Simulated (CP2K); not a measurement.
## Ge under changes of volume

One of the cells (19.913 Å³/atom); the others are scaled copies at fixed shape and fractional positions:

```
CELL_PARAMETERS angstrom
2.71047 0.00000 0.00000
0.00000 2.71047 0.00000
0.00000 0.00000 2.71047
ATOMIC_POSITIONS crystal
Ge 0.00000 0.00000 0.00000
```

The cell was built by a generator and needn't be a form met in nature.

| Item | Value |
| --- | --- |
| Program | CP2K 2026.2 |
| Functional | LDA |
| Potentials or basis | GTH_POTENTIALS Ge GTH-PADE-q4; TZVP-MOLOPT-PBE-GTH basis |
| Density cutoff | 6123 eV |
| k mesh | 10 × 10 × 10 |
| Occupations | fermi-dirac, width 0.05 eV |
| Spin | no spin polarisation |

```csv
volume (Å³/atom),energy over the lowest point (meV/atom),pressure (GPa)
18.718,0.00,-1.8
19.116,6.57,-3.3
19.515,16.72,-4.7
19.913,30.02,-5.8
20.311,46.08,-6.9
20.709,64.54,-7.8
21.108,?,?
```

Task: What does the run at 21.108 Å³/atom give?

Result: Energy over the lowest point 85.10 meV/atom; pressure -8.6 GPa.

Worked out: A Birch-Murnaghan fit of order 3 (a polynomial in V^(-2/3)) to the other rows has its minimum at 18.30 Å³/atom, just outside them, with B0 = V·E''(V) = 86 GPa and B' = 4.9. It gives 85.18 meV/atom at 21.108 Å³/atom, against the run's 85.10, and -dE/dV = -8.7 GPa, against -8.6.

Energies are extrapolated to zero smearing.

Caveats: the basis of atomic orbitals isn't converged, which shifts pressures, moduli and gaps.
